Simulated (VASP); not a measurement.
# Ta (Im-3m) in VASP: further runs, part 2 of 2

VASP 6.6.1. Earlier steps stand in the parts before.

## 3. Relaxation of cell and atoms, r2SCAN+D3(BJ)

Contents of INCAR:

```
SYSTEM = Ta
PREC     = Accurate       ! precision mode
ENCUT    = 600            ! plane-wave cutoff, eV
EDIFF    = 1E-6           ! SCF threshold, eV
ISMEAR   = 1              ! smearing method
SIGMA    = 0.1            ! smearing width, eV
LREAL    = .FALSE.        ! projectors in reciprocal space
LASPH    = .TRUE.         ! aspherical terms in the spheres
NELM     = 80             ! most SCF steps
ALGO     = Normal         ! electronic algorithm
ISIF     = 3              ! what is computed and relaxed
LWAVE    = .FALSE.        ! write WAVECAR
LCHARG   = .FALSE.        ! write CHGCAR
METAGGA  = R2SCAN         ! meta-GGA
LMIXTAU  = .TRUE.       
IVDW     = 12             ! dispersion correction
VDW_S6   = 1.0          
VDW_S8   = 0.78981345   
VDW_A1   = 0.49484001   
VDW_A2   = 5.73083694   
IBRION   = 2              ! ionic algorithm
NSW      = 40             ! ionic steps
EDIFFG   = -0.02          ! ionic threshold
```

Contents of KPOINTS:

```
regular mesh
0
G
  11 11 11
  0 0 0
```

Contents of POSCAR:

```
Ta
1.0
   -1.6512800000      1.6512800000      1.6512800000
    1.6512800000     -1.6512800000      1.6512800000
    1.6512800000      1.6512800000     -1.6512800000
Ta
1
Direct
    0.0000000000      0.0000000000      0.0000000000
```

Potentials or basis: VASP PAW PBE potentials, release 64 (Ta_pv).

Command:

```sh
cat potpaw_PBE.64/Ta_pv/POTCAR > POTCAR
mpirun -np 1 vasp_std > vasp.out
```

OUTCAR:

```text
SYSTEM = Ta
   PREC = Accurate
   ENCUT = 600
   EDIFF = 1E-6
   ISMEAR = 1
   LREAL = .FALSE.
   LASPH = .TRUE.
   NELM = 80
   ISIF = 3
   METAGGA = R2SCAN
   IVDW = 12
   IBRION = 2
   NSW = 40
   EDIFFG = -0.02
 IVDW          = 12

 ion  position               nearest neighbor table
   1  0.000  0.000  0.000-

  LATTYP: Found a body centered cubic cell.
 ALAT       =     3.3025600000

  Lattice vectors:

 A1 = (  -1.6512800000,   1.6512800000,   1.6512800000)
 A2 = (   1.6512800000,  -1.6512800000,   1.6512800000)
 A3 = (   1.6512800000,   1.6512800000,  -1.6512800000)

Analysis of symmetry for initial positions (statically):
=====================================================================
 Subroutine PRICEL returns:
 Original cell was already a primitive cell.

 Routine SETGRP: Setting up the symmetry group for a
 body centered cubic supercell.

 Subroutine GETGRP returns: Found 48 space group operations
 (whereof 48 operations were pure point group operations)
 out of a pool of 48 trial point group operations.

The static configuration has the point symmetry O_h .

Analysis of symmetry for dynamics (positions and initial velocities):
=====================================================================
 Subroutine PRICEL returns:
 Original cell was already a primitive cell.

 Routine SETGRP: Setting up the symmetry group for a
 body centered cubic supercell.

 Subroutine GETGRP returns: Found 48 space group operations
 (whereof 48 operations were pure point group operations)
 out of a pool of 48 trial point group operations.

The dynamic configuration has the point symmetry O_h .

 Subroutine INISYM returns: Found 48 space group operations
 (whereof 48 operations are pure point group operations),
 and found     1 'primitive' translations

----------------------------------------------------------------------------------------

                                     Primitive cell

  volume of cell :      18.0104

  direct lattice vectors                    reciprocal lattice vectors
    -1.651280000  1.651280000  1.651280000     0.000000000  0.302795407  0.302795407
     1.651280000 -1.651280000  1.651280000     0.302795407  0.000000000  0.302795407
     1.651280000  1.651280000 -1.651280000     0.302795407  0.302795407  0.000000000

  length of vectors
     2.860100858  2.860100858  2.860100858     0.428217371  0.428217371  0.428217371

  position of ions in fractional coordinates (direct lattice)
     0.000000000  0.000000000  0.000000000

  ion indices of the primitive-cell ions
   primitive index   ion index
                 1           1

----------------------------------------------------------------------------------------

 KPOINTS: regular mesh

Automatic generation of k-mesh.
 Grid dimensions read from file:
 generate k-points for:   11   11   11

 Generating k-lattice:

  Cartesian coordinates                     Fractional coordinates (reciprocal lattice)
     0.000000000  0.027526855  0.027526855     0.090909091  0.000000000  0.000000000
     0.027526855  0.000000000  0.027526855     0.000000000  0.090909091  0.000000000
     0.027526855  0.027526855  0.000000000     0.000000000  0.000000000  0.090909091

  Length of vectors
     0.038928852  0.038928852  0.038928852

  Shift w.r.t. Gamma in fractional coordinates (k-lattice)
     0.000000000  0.000000000  0.000000000

 Subroutine IBZKPT returns following result:
 ===========================================

 Found     56 irreducible k-points:

 Following reciprocal coordinates:
            Coordinates               Weight
  0.000000  0.000000  0.000000      1.000000
  0.090909  0.000000  0.000000     12.000000
  0.181818  0.000000  0.000000     12.000000
  0.272727  0.000000  0.000000     12.000000
  0.363636  0.000000  0.000000     12.000000
  0.454545  0.000000  0.000000     12.000000
[... 16 lines left out ...]
  0.272727  0.181818  0.090909     48.000000
  0.363636  0.181818  0.090909     24.000000
 [... further k-points ...]
   k-points           NKPTS =     56   k-points in BZ     NKDIM =     56   number of bands    NBANDS=      9
   number of dos      NEDOS =    301   number of ions     NIONS =      1
   total plane-waves  NPLWV =  13824
   dimension x,y,z NGX =    24 NGY =   24 NGZ =   24
   dimension x,y,z NGXF=    48 NGYF=   48 NGZF=   48
   ions per type =               1
   NGX,Y,Z   is equivalent  to a cutoff of  13.95, 13.95, 13.95 a.u.
   NGXF,Y,Z  is equivalent  to a cutoff of  27.90, 27.90, 27.90 a.u.
 SYSTEM =  Ta
   PREC   = accura    normal or accurate (medium, high low for compatibility)
   ISTART =      0    job   : 0-new  1-cont  2-samecut
   ICHARG =      2    charge: 1-file 2-atom 10-const
   ISPIN  =      1    spin polarized calculation?
   LNONCOLLINEAR =      F non collinear calculations
   LSORBIT =      F    spin-orbit coupling
   LASPH  =      T    aspherical Exc in radial PAW
   ENCUT  =  600.0 eV  44.10 Ry    6.64 a.u.   5.71  5.71  5.71*2*pi/ulx,y,z
   NELM   =     80;   NELMIN=  2; NELMDL= -5     # of ELM steps
   EDIFF  = 0.1E-05   stopping-criterion for ELM
   LREAL  =      F    real-space projection
   EDIFFG = -.2E-01   stopping-criterion for IOM
   NSW    =     40    number of steps for IOM
   IBRION =      2    ionic relax: 0-MD 1-quasi-New 2-CG
   NFREE  =      1    steps in history (QN), initial steepest desc. (CG)
   ISIF   =      3    stress and relaxation
   ISYM   =      2    0-nonsym 1-usesym 2-fastsym
   POTIM  = 0.5000    time-step for ionic-motion
   TEBEG  =    0.0;   TEEND  =   0.0 temperature during run
   PSTRESS=    0.0 pullay stress
   NELECT =      11.0000    total number of electrons
   NUPDOWN=      -1.0000    fix difference up-down
   EMIN   =  10.00;   EMAX   =-10.00  energy-range for DOS
   EFERMI =   0.00;   METHOD = LEGACY
   ISMEAR =     1;   SIGMA  =   0.10  broadening in eV -4-tet -1-fermi 0-gaus
   EFERMI_NEDOS =   21; number of points for ismear=-14 and -15
   IALGO  =     38    algorithm
   IMIX   =      4    mixing-type and parameters
     AMIX     =   0.40;   BMIX     =  1.00
     AMIX_MAG =   1.60;   BMIX_MAG =  1.00
  volume/ion in A,a.u.               =      18.01       121.54
  Fermi-wavevector in a.u.,A,eV,Ry     =   1.388988  2.624806 26.249534  1.929286
  Thomas-Fermi vector in A             =   2.513061
   LORBIT       =      0    0 simple, 1 ext, 2 COOP (PROOUT), +10 PAW based schemes
   METAGGA = R2SCAN    functional components
   LHFCALC =     F    Hartree Fock is set to
   AEXX    =    0.0000 exact exchange contribution
   IVDW    =    12    specifies the selected vdW correction
   LEPSILON=     F    determine dielectric tensor
   LRPA    =     F    only Hartree local field effects (RPA)
 conjugate gradient relaxation of ions
 non-spin polarized calculation
 Methfessel and Paxton  Order N= 1 SIGMA  =   0.10
  energy-cutoff  :      600.00
  volume of cell :       18.01
 maximum number of plane-waves:       615
   NGX = 11   NGY = 11   NGZ = 11

--------------------------------------- Ionic step        1  -------------------------------------------

 number of electron      11.0000002 magnetization

 Free energy of the ion-electron system (eV)
  ---------------------------------------------------
  ext. energy  EPLUGINS =         0.00000000
  ---------------------------------------------------
  free energy    TOTEN  =       -48.58074825 eV

  energy without entropy =      -48.58044391  energy(sigma->0) =      -48.58064681

------------------------ aborting loop because EDIFF is reached ----------------------------------------

 Edisp (eV)   -0.31160

 E8    (eV) :    -0.1336
[... 69 lines left out ...]
--------------------------------------- Ionic step        3  -------------------------------------------

 number of electron      11.0000002 magnetization

 Free energy of the ion-electron system (eV)
  ---------------------------------------------------
  ext. energy  EPLUGINS =         0.00000000
  ---------------------------------------------------
  free energy    TOTEN  =       -48.57858304 eV

  energy without entropy =      -48.57829025  energy(sigma->0) =      -48.57848544

 E-fermi :   5.3853     XC(G=0): -13.8400

 val. band max:        5.3774811591   @ k =  -0.4545  -0.4545   0.1818
 cond. band min:       5.4042177110   @ k =   0.1818   0.0000   0.0000
 fundamental gap:      0.0267365519
 Fermi energy:         5.3853476391

 k-point     1 :       0.0000    0.0000    0.0000
  band No.  band energies     occupation
      1     -28.7437      2.00000
      2     -28.7437      2.00000
      3     -28.7437      2.00000
      4      -2.9537      2.00000
      5       6.2667     -0.00000
      6       6.2667     -0.00000
      7       6.2667     -0.00000
      8       9.7964      0.00000
      9       9.7964      0.00000
[... 265 lines left out ...]
 k-point    24 :       0.3636    0.1818    0.0909
  band No.  band energies     occupation
      1     -29.8035      2.00000
      2     -29.3267      2.00000
      3     -28.9550      2.00000
      4       2.4312      2.00000
      5       3.7387      2.00000
      6       5.3571      1.45797
      7      10.2442      0.00000
      8      10.8476      0.00000
      9      15.3564      0.00000

 [... further k-points ...]

------------------------ aborting loop because EDIFF is reached ----------------------------------------

 Edisp (eV)   -0.31535

 E8    (eV) :    -0.1352
[... 24 lines left out ...]
  FREE ENERGIE OF THE ION-ELECTRON SYSTEM (eV)
  ---------------------------------------------------
  free  energy   TOTEN  =       -48.8939356581 eV

  energy  without entropy=      -48.8936428720  energy(sigma->0) =      -48.89383806

 reached required accuracy - stopping structural energy minimisation
```

Run time: 38 s. Hardware: 1 thread of Intel Xeon 6975P-C (Granite Rapids), shared host; peak memory 0.17 GiB.

Results:

```yaml
Free_energy: -48.8939 eV
Relaxed_volume: 17.80 Å³/atom
Relaxed_cell: a = 2.849 Å, b = 2.849 Å, c = 2.849 Å, α = 109.47°, β = 109.47°, γ = 109.47°
Space_group_after_relaxing_to_0.05_Å: Im-3m (No. 229)
Energy_gained_by_relaxing: 1.6 meV/atom
Ionic_steps: 3
Pressure_after_relaxing: 0.0 GPa
Band_gap_on_the_k_mesh: none (metal or under the smearing width)
Dispersion_energy_per_atom: -0.315 eV
```

The path:
| step | energy change (eV) | largest force (eV/Å) | pressure (GPa) | volume (Å³) |
| --- | --- | --- | --- | --- |
| 1 | 0.0000 | 0.0000 | -2.36 | 18.01 |
| 2 | 0.0065 | 0.0000 | 5.68 | 17.33 |
| 3 | -0.0016 | 0.0000 | 0.00 | 17.80 |

Final structure:
```
Ta
1.0
    -1.64475    1.64475    1.64475
     1.64475   -1.64475    1.64475
     1.64475    1.64475   -1.64475
Ta
1
Direct
  0.00000 0.00000 0.00000
```

Caveat: the PAW data sets were made with another functional, which shifts forces and pressure a little; pairwise dispersion overbinds metals, which lowers pressure and volume. The run has no spin-orbit coupling, so splittings on Ta are missing.

## 4. Relaxation of the atoms, r2SCAN (cell strained at random at fixed volume)

Contents of INCAR:

```
SYSTEM = Ta
PREC = Accurate ; ENCUT = 520
EDIFF = 1E-6 ; ISMEAR = 1
SIGMA = 0.1 ; LREAL = .False.
LASPH = .True. ; NELM = 100
ALGO = Normal ; ISIF = 2
LWAVE = .False. ; LCHARG = .False.
METAGGA = R2SCAN ; LMIXTAU = .True.
IBRION = 2 ; NSW = 60
EDIFFG = -0.02
```

Contents of KPOINTS:

```
regular mesh
0
Gamma
  8 8 8
  0 0 0
```

Contents of POSCAR:

```
Ta
1.0
   -1.6416440000      1.6569240000      1.6034950000
    1.6786190000     -1.6810680000      1.6646130000
    1.6327600000      1.6721840000     -1.6276390000
Ta
1
Direct
    0.0426950000      0.0027960000     -0.0266550000
```

Command:

```sh
cat potpaw_PBE.64/Ta_pv/POTCAR > POTCAR
mpirun -np 1 vasp_std > vasp.out
```

It took 54 s on 1 thread of Intel Xeon 6975P-C (Granite Rapids), shared host; peak memory 0.18 GiB.

Results (log left out):

| Quantity | Value |
| --- | --- |
| Free energy | -48.5876 eV |
| Pressure after relaxing | -1.2 GPa |
| Band gap on the k mesh | none (metal or under the smearing width) |

Stress tensor (GPa, compression positive):
```
-1.65  0.43 -1.82
 0.43 -1.89  1.17
-1.82  1.17 -0.15
```

Final structure:
```cif
data_structure
_symmetry_space_group_name_H-M 'P 1'
_symmetry_Int_Tables_number 1
_cell_length_a 2.8305
_cell_length_b 2.9008
_cell_length_c 2.8480
_cell_angle_alpha 109.661
_cell_angle_beta 108.214
_cell_angle_gamma 110.474
_cell_volume 18.01
loop_
_atom_site_label
_atom_site_type_symbol
_atom_site_fract_x
_atom_site_fract_y
_atom_site_fract_z
_atom_site_occupancy
Ta1 Ta 0.04269 0.00280 0.97334 1
```

Levels at points of the mesh, in eV from the Fermi level:
| k point | band 3 | band 4 | band 5 | band 6 | band 7 | band 8 | band 9 |
| --- | --- | --- | --- | --- | --- | --- | --- |
| (0.00, 0.00, 0.00) | -34.19 | -8.36 | 0.52 | 0.84 | 1.08 | 4.16 | 4.49 |
| (0.50, 0.00, 0.00) | -34.25 | -4.57 | -1.60 | 1.58 | 4.11 | 5.19 | 8.17 |
| (0.00, 0.50, 0.00) | -34.21 | -4.61 | -1.77 | 1.32 | 4.48 | 5.51 | 7.95 |
| (0.50, 0.50, 0.00) | -34.21 | -4.60 | -1.45 | 1.32 | 4.03 | 5.20 | 7.98 |
| (0.00, 0.00, 0.50) | -34.22 | -4.59 | -1.44 | 1.40 | 3.97 | 5.12 | 8.08 |
| (0.50, 0.00, 0.50) | -34.26 | -4.56 | -1.65 | 1.69 | 4.17 | 5.15 | 8.24 |
| (0.00, 0.50, 0.50) | -34.21 | -4.61 | -1.67 | 1.34 | 4.31 | 5.42 | 7.97 |
| (0.50, 0.50, 0.50) | -35.02 | -4.00 | -3.95 | 6.79 | 7.13 | 7.38 | 8.76 |

Caveat: the relaxation stopped at its first step, so nothing moved; the PAW data sets were made with another functional, which shifts forces and pressure a little.

## 5. For comparison

An earlier run on the cell as given: functional PBE; potentials or basis VASP PAW PBE potentials, release 64 (Ta_pv); cutoff 520 eV; k mesh 11 × 11 × 11; occupations fermi-dirac, width 0.05 eV; no spin polarisation.

* Pressure: 2.7 GPa
* Band gap on the k mesh: none (metal or under the smearing width)

## 6. Summary

| task | level | cell | k mesh | cutoff (eV) | smearing | gap on the mesh (eV) | pressure (GPa) | relaxed volume (Å³/atom) |
| --- | --- | --- | --- | --- | --- | --- | --- | --- |
| relaxation of cell and atoms | TPSS | relaxed | 11 × 11 × 11 | 600 | methfessel-paxton 0.1 eV | none | 0.0 | 17.91 |
| relaxation of cell and atoms | r2SCAN+D3(BJ) | relaxed | 11 × 11 × 11 | 600 | methfessel-paxton 0.1 eV | none | 0.0 | 17.80 |
| relaxation of the atoms | r2SCAN | atoms relaxed from: cell strained at random at fixed volume | 8 × 8 × 8 | 520 | methfessel-paxton 0.1 eV | none | -1.2 | - |
| single point | PBE | as given | 11 × 11 × 11 | 520 | fermi-dirac 0.05 eV | none | 2.7 | - |

Alike in all rows: potentials or basis VASP PAW PBE potentials, release 64 (Ta_pv); no spin polarisation.

Caveats: the PAW data sets were made with another functional, which shifts forces and pressure a little (some runs); pairwise dispersion overbinds metals, which lowers pressure and volume (some runs); the relaxation stopped at its first step, so nothing moved (some runs).

Absolute energies hang on the potentials; compare differences alone.
